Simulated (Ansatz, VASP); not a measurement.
# One calculation of Ta5N2, two programs

```xyz
7
Lattice="3.2805 0.0000 0.0000 0.0000 3.2805 0.0000 0.0000 0.0000 26.6610" Properties=species:S:1:pos:R:3 pbc="T T T"
Ta    1.6403    1.6403    8.5000
Ta    0.0000    0.0000   10.1403
Ta    1.6403    1.6403   11.7783
Ta    0.0000    0.0000   13.4893
Ta    1.6403    1.6403   14.9565
N     1.6403    1.6403   17.1104
N     1.6403    1.6403   18.2329
```

Alike in both runs: functional PBEsol; k mesh 9 × 9 × 1; occupations gaussian, width 0.1 eV; no spin polarisation.

Ansatz relaxed the structure, and its values are those at the end. VASP's run is a single point on that final structure, the one shown.

|  | VASP | Ansatz |
| --- | --- | --- |
| version | VASP 6.6.1 | Ansatz 0.2.0 |
| potentials or method | VASP PAW PBE potentials, release 64 (Ta_pv, N) | scalar-relativistic, plane waves, PAW |
| plane-wave cutoff (eV) | 520 | 420 |
| valence electrons in the cell | 65 | 75 |

```tsv
	VASP	Ansatz	Ansatz less VASP
gap on the k mesh at the Fermi level (eV)	none	none	-
rms of the force components (eV/Å)	0.627	0.469	-0.1576
work function, face that differs most (eV)	5.21	5.18	-0.023
```

A gap of «none» marks a metal or a gap that the smearing closes. One of these differences is far larger than is usual between the two programs; its cause wasn't traced. The two sets of potentials don't hold the same shells in valence. Ansatz warned: «xc_potential_rough_in_thin_density».

Caveats: the standard files for N, O and F lose accuracy on very short bonds; the PAW data sets were made with another functional, which shifts forces and pressure a little (VASP). The runs have no spin-orbit coupling, so splittings on Ta are missing.
